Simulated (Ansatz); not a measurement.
# GaAs (F-43m) in Ansatz: settings compared

One crystal, GaAs, is run at these levels: RPBE, PBE; tasks: band structure, Born charges and dielectric tensor, phonons.

All numbers are computed with Ansatz 0.2.0; they aren't measurements. Logs are shortened: lines on timing, memory, paths and dates and some standing lists are left out, and cuts for length are marked.

**Measured values to compare with.**

From “Evidence of valence band perturbations in GaAsN/GaAs(001): A combined variable-angle spectroscopic ellipsometry and modulated photoreflectance investigation”, 2008, arxiv:0805.2212, for a bulk crystal of GaAs at 300 K: band gap 1.412 ± 0.01 eV (direct); band gap 1.418 ± 0.005 eV (direct).

A printed reference work, textbook reports, for a bulk crystal of GaAs at 300 K: high-frequency dielectric constant 10.89.

How close the calculation comes is told below.

## Step 1: The structure

It takes space group F-43m (No. 216, cubic). The conventional cell has a = 5.654 Å, b = 5.654 Å, c = 5.654 Å, α = 90.00°, β = 90.00°, γ = 90.00°. As (site symmetry -43m) is surrounded by 4 Ga at 2.45 Å. Ga (site symmetry -43m) is surrounded by 4 As at 2.45 Å.

## Step 2: Band structure, RPBE

The input, input.yaml:

```yaml
crystal:
  lattice:
    - [0.0, 2.82685, 2.82685]
    - [2.82685, 0.0, 2.82685]
    - [2.82685, 2.82685, 0.0]
  atoms:
    - { symbol: As, position: [0.75, 0.75, 0.75] }
    - { symbol: Ga, position: [0.0, 0.0, 0.0] }
kpoints:
  mp_grid: { grid: [8, 8, 8] }
  band_path:
    path:
      - [0.0, 0.0, 0.0]
      - [0.5, 0.0, 0.5]
      - [0.5, 0.25, 0.75]
      - [0.375, 0.375, 0.75]
      - [0.0, 0.0, 0.0]
      - [0.5, 0.5, 0.5]
      - [0.625, 0.25, 0.625]
      - [0.5, 0.25, 0.75]
    npoints: 8
scf:
  occupations: { method: fermi_dirac, width: 0.05 }
hamiltonian:
  xc: rpbe
  pseudopotentials: { kind: all_electron, lapw: { basis_error: 0.001 } }
output:
  forces: true
  stress: true
  eigenvalues: true
```

Potentials or basis: all-electron LAPW, scalar-relativistic.

On the command line:

```sh
$ ansatz run input.yaml --threads 1 --pin off --max-ram 3072MiB --backend cpu --events-out ev --progress --plain --runs-dir out
```

Log:

```text
Warning: RAYON_NUM_THREADS=1 ignored (pool sized by the plan → 1); use --threads N
LAPW: plane waves up to 9.102 Å⁻¹, error target 1.0e-3 eV per atom; small_component_spin mean_spin; Ga in spheres of 1.234 Å, 21 of its electrons in bands, Dirac shells []; As in spheres of 1.214 Å, 23 of its electrons in bands, Dirac shells [] (how accurate: hamiltonian.pseudopotentials.lapw.basis_error, Limitations)
Engine: ansatz 0.2.0, aarch64-unknown-linux-gnu
Pseudopotentials: kind: all_electron
Pseudopotential: As, LAPW, valence charge 23, lapw/all_electron/scalar/gaussian/As, Koelling and Harmon's equation, gaussian nucleus
Pseudopotential: Ga, LAPW, valence charge 21, lapw/all_electron/scalar/gaussian/Ga, Koelling and Harmon's equation, gaussian nucleus
Functional definition: RPBE
  parameter kappa = 0.804
  parameter beta = 0.06672455060314922
  exchange = rpbe_x(kappa = kappa, mu = beta*pi^2/3)
  correlation = pbe_c(beta = beta)
Crystal: 2 atoms, lattice volume = 45.179 Å³
Basis set: ecut = 315.61412640927887 eV, 561 PW (Γ), exchange–correlation at level 2
Bands: 27, of which v1, the nominal top of the filled ones, is band 22 counted from 1 (21 counted from 0)
Symmetry: 24 space group operations
Space group: F-43m (ITA 216), of the structure as read, at distance tolerance 3.6e-5 Å
k-points: 29 of 512 (time reversal used)
Non-local potential: As, projectors of the file, none
Non-local potential: Ga, projectors of the file, none
Initial density: superposition of atomic densities (chi_scale 0.1, normalization cell, long waves kept (reshape's long-wave potential 0.00 eV rms))
Initial wavefunctions: plane waves of lowest kinetic energy (no species holds an atomic orbital)
Functional: x = rpbe, c = pbe(β = 0.06672455060314922)
iter 1 solved again at ethr=1.35e-3 eV; its pass at ethr=1.00e-1 eV (dr2=5.95e-1 eV) is discarded
SCF iter   1: F=—  HF=-114436.029004 eV  |F-HF|=—  |Δ(HF+E_count)|=         —  Δρ=3.09e-2  dr2=5.96e-1  ethr=1.35e-3  ⟨swp⟩=2.1  Hψ=4832  notcnv=0
preconditioner: auto → none  [insulator: Δε(μ)=0.789 eV  Ē_g=15.947 eV  σ=0.050 eV  W_gap=1.00  n_scr=14 (ndim 8)  ℏωp=23.4 eV  f_vac=0.115  D(μ)=0.00/eV (n_scr^D=0)  ε∞_Penn≈3.2]
SCF iter   2: F=—  HF=-114435.904243 eV  |F-HF|=—  |Δ(HF+E_count)|=   1.25e-1  Δρ=1.24e-2  dr2=6.75e-2  ethr=1.35e-3  ⟨swp⟩=2.3  Hψ=2334  notcnv=0
SCF iter   3: F=—  HF=-114435.897798 eV  |F-HF|=—  |Δ(HF+E_count)|=   6.44e-3  Δρ=5.63e-3  dr2=1.40e-2  ethr=1.54e-4  ⟨swp⟩=2.0  Hψ=2320  notcnv=0
iter 4 solved again at ethr=1.40e-6 eV; its pass at ethr=3.18e-5 eV (dr2=6.14e-4 eV) is discarded
SCF iter   4: F=—  HF=-114435.896476 eV  |F-HF|=—  |Δ(HF+E_count)|=         —  Δρ=1.16e-3  dr2=6.13e-4  ethr=1.40e-6  ⟨swp⟩=2.0  Hψ=3905  notcnv=0
the basis was enlarged: its passes take 169.7 KiB over the memory plan, 1 of 1 planned eigensolver slots
SCF iter   5: F=—  HF=-114435.896734 eV  |F-HF|=—  |Δ(HF+E_count)|=   2.58e-4  Δρ=2.60e-4  dr2=2.11e-5  ethr=1.39e-6  ⟨swp⟩=3.0  Hψ=2286  notcnv=0
SCF iter   6: F=—  HF=-114435.896800 eV  |F-HF|=—  |Δ(HF+E_count)|=   6.60e-5  Δρ=1.17e-4  dr2=5.45e-6  ethr=4.79e-8  ⟨swp⟩=3.0  Hψ=2293  notcnv=0
SCF iter   7: F=—  HF=-114435.896823 eV  |F-HF|=—  |Δ(HF+E_count)|=   2.30e-5  Δρ=2.04e-5  dr2=1.69e-7  ethr=1.24e-8  ⟨swp⟩=3.0  Hψ=2294  notcnv=0
SCF iter   8: F=-114435.896824 eV  HF=-114435.896824 eV  |F-HF|=1.88e-8  |Δ(HF+E_count)|=   8.80e-7  Δρ=2.81e-6  dr2=4.65e-9  ethr=3.85e-10  ⟨swp⟩=3.0  Hψ=2293  notcnv=0
SCF 1 converged in 8 iterations: F = -114435.896824 eV  dr2 = 4.65e-9
NSCF: frozen V_eff on 57 k-points
SCF converged after 8 iterations
Free energy (F): -114435.896824 eV
Harris-Foulkes:  -114435.896824 eV  (|F-HF|=1.88e-8)
Internal energy: -114435.896816 eV  (E = F + TS)
E sigma→0 (E₀):  -114435.896820 eV
Entropy (-TS):   -0.000008 eV (-0.004 meV/atom)
Fermi energy:    9.814758 eV
--- Per-component energies (eV) ---
  E_band       = -2116.654257
  E_kinetic    = 116853.608165
  E_xc         = -4354.456827
  E_electrostatic = -226935.048154  (all electrons and nuclei)
  E_smearing   = -0.000008  (= −TS)
  E_closure    = 0.000000  (closes the sum)
  E_atoms      = -114428.353456  (free atoms, spherical and without spin; not in F)
  Σ components = -114435.896824   (vs F -114435.896824, Δ=0.00e0)
  Basis errors (estimates in eV, not in F): energy 4.5e-4 per atom: plane waves 4.0e-4 (2.4e-4 summed), levels above the bands 5.2e-77, relativity 6.0e-8, radial functions 4.3e-5, core shells 4.6e-11; eigenvalues (radial functions only) 1.1e-6; not estimated: angular momenta, meshes, grids; target (lapw.basis_error) 1.0e-3; muffin-tin radii Ga 1.234 Å, As 1.214 Å
--- Forces (eV/Å), atoms counted from 1 ---
  atom   1  As    -0.00000000     0.00000000    -0.00000000
  atom   2  Ga     0.00000000    -0.00000000     0.00000000
  max |Σ_I F_I| component: 1.97e-17 eV/Å
--- Stress (GPa, compression-positive) ---
        5.224918       0.000000      -0.000000
        0.000000       5.224918       0.000000
       -0.000000       0.000000       5.224918
  P = ⅓ Tr σ = 5.2249 GPa (52.249 kbar)
--- Band table (eV; the first three rows and the last of 29) ---
  k-point 0: bands = ["-175.4009", "-134.2903", "-118.6793", "-118.6793", "-118.6793", "-84.9374", "-84.9374", "-84.9374", "-25.6534", "-25.6534", "-25.6534", "-25.6441", "-25.6441", "-5.3010", "-5.3010", "-5.3010", "-5.2228", "-5.2228", "-3.2279", "9.4598", "9.4598", "9.4598", "10.1116", "13.2292", "13.2292", "13.2292", "17.2758"]
  k-point 1: bands = ["-175.4009", "-134.2903", "-118.6793", "-118.6793", "-118.6793", "-84.9374", "-84.9374", "-84.9374", "-25.6534", "-25.6533", "-25.6533", "-25.6440", "-25.6440", "-5.3147", "-5.2975", "-5.2975", "-5.2230", "-5.2230", "-3.0455", "7.5421", "9.2254", "9.2254", "11.1426", "13.5761", "13.5761", "13.7225", "18.1852"]
  k-point 2: bands = ["-175.4009", "-134.2903", "-118.6793", "-118.6793", "-118.6793", "-84.9375", "-84.9374", "-84.9374", "-25.6533", "-25.6530", "-25.6530", "-25.6440", "-25.6440", "-5.3446", "-5.2897", "-5.2897", "-5.2225", "-5.2225", "-2.5363", "5.3676", "8.7853", "8.7853", "11.0075", "14.0954", "14.0954", "15.5174", "18.5370"]
  k-point 28: bands = ["-175.4009", "-134.2903", "-118.6793", "-118.6793", "-118.6793", "-84.9375", "-84.9375", "-84.9375", "-25.6532", "-25.6528", "-25.6516", "-25.6442", "-25.6434", "-5.4008", "-5.2692", "-5.2568", "-5.2332", "-5.2191", "-0.6733", "2.8759", "5.9551", "6.1497", "14.1321", "14.2655", "14.9471", "15.5951", "20.6268"]
```

Wall time 22 s (1 thread of Arm Neoverse V1, shared host); peak memory 0.29 GiB.

What came out:

```
Free energy             : -114435.8968 eV
Pressure                : 5.2 GPa
Band gap on the k mesh  : 0.65 eV, direct
Band gap along the path : 0.65 eV, direct
```

Levels at the corners of the path, in eV from the valence-band top:
```tsv
point	band 18	band 19	band 20	band 21	band 22	band 23	band 24	band 25	band 26	band 27
Γ	-14.68	-12.69	0.00	0.00	0.00	0.65	3.77	3.77	3.77	7.82
X	-14.67	-10.19	-6.77	-2.66	-2.66	1.57	1.75	10.24	10.24	11.12
W	-14.68	-10.13	-6.58	-3.50	-3.31	4.67	4.81	5.49	6.14	11.17
K	-14.68	-10.23	-6.58	-3.82	-2.25	2.06	4.71	8.05	8.11	8.77
Γ	-14.68	-12.69	0.00	0.00	0.00	0.65	3.77	3.77	3.77	7.82
L	-14.68	-10.93	-6.59	-1.14	-1.14	1.10	4.68	4.68	7.93	10.56
U	-14.68	-10.23	-6.58	-3.82	-2.25	2.06	4.71	8.05	8.11	8.77
W	-14.68	-10.13	-6.58	-3.50	-3.31	4.67	4.81	5.49	6.14	11.17
```

(Continued in part 2 of 2.)
